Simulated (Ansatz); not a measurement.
# Mo: how the free axis answers a strain

Mo, Im-3m, a = 3.129 Å. Ansatz: PBEsol, PAW, 420 eV, Γ-centred 16×16×16 mesh on 2 atoms, Gaussian smearing 0.10 eV; no spin polarisation. Series: biaxial strain in the a-b plane, c and atoms relaxed; x is the strain in per cent. y is the change of c in per cent of 3.129 Å.

| x (%) | y (%) |
| --- | --- |
| -6.0 | ? |
| -4.0 | 3.34 |
| -2.0 | 1.47 |
| 0.0 | 0.00 |
| 2.0 | -1.33 |
| 4.0 | -2.60 |
| 6.0 | -3.99 |

Q: Fit y = c1 x + c2 x² to the other rows, say what c1 measures, and predict the missing y.

A: Least squares on the rows shown. y = −0.7482 x + 0.01651 x². With no stress along c, c1 = −2C12/C11 = -0.748. With a term in x³ added, the coefficient of x becomes -0.6912, 8 % less, which shows how far this figure hangs on the form. At x = -6.0 the fit asked for gives 5.08 %. The run gave 5.85 %, so the fit is 0.77 % too low, 7.8 % of the span of the series, against an rms of 0.10 % on the fitted rows. The row lies outside the fitted range. With a term in x³ added, a fit to the same known rows predicts 5.65 %, so most of the miss is curvature that the known rows already hold.